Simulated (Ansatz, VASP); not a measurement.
Ti in VASP and in Ansatz

INCAR

```
SYSTEM = Ti
  ALGO = Normal
  EDIFF = 1E-6
  ENCUT = 520
  GGA = PS
  ISIF = 2
  ISMEAR = -1
  LASPH = .TRUE.
  LCHARG = .FALSE.
  LREAL = .FALSE.
  LWAVE = .FALSE.
  NBANDS = 12
  NELM = 80
  PREC = Accurate
  SIGMA = 0.08
```

KPOINTS

```
k-points
0
G
  14 14 14
  0 0 0
```

POSCAR

```
Ti
1.0
    2.0874116337      0.0000000000      0.0000000000
    0.0000000000      2.0874116337      0.0000000000
    0.0000000000      0.0000000000      2.0874116337
Ti
1
Direct
    0.0000000000      0.0000000000      0.0000000000
```

Input for Ansatz:

```yaml
crystal:
  lattice:
    - [2.0874116337, 0.0, 0.0]
    - [0.0, 2.0874116337, 0.0]
    - [0.0, 0.0, 2.0874116337]
  atoms:
    - { symbol: Ti, position: [0.0, 0.0, 0.0] }
kpoints:
  mp_grid: { grid: [14, 14, 14] }
scf:
  occupations: { method: fermi_dirac, width: 0.08 }
hamiltonian:
  xc: pbesol
  pseudopotentials: { kind: all_electron, lapw: { basis_error: 0.001 } }
output:
  forces: true
  stress: true
  eigenvalues: true
  populations: true
```

Change from the starting cell: volume scaled by 0.52, LAPW.

Alike in both runs: task single point; functional PBEsol; k mesh 14 × 14 × 14; occupations fermi-dirac, width 0.08 eV; no spin polarisation.

```csv
,VASP,Ansatz
version,VASP 6.6.1,Ansatz 0.2.0
potentials or method,"VASP PAW PBE potentials, release 64 (Ti_sv)","all-electron LAPW, scalar-relativistic"
plane-wave cutoff (eV),520,see its input
```

Ansatz gave:

* pressure (GPa): 175.8

Task: Which values does VASP return?

Result: Pressure (GPa): 179.9.

Ansatz ran all-electron here, so the differences hold the error of VASP's frozen core and of both bases.

Caveats: the cell as given lies far from equilibrium; so large a pressure means that the cell lies far from this level's equilibrium, or that cutoff or potentials fall short (VASP); the potentials were made for another functional, which shifts forces and pressure (VASP).
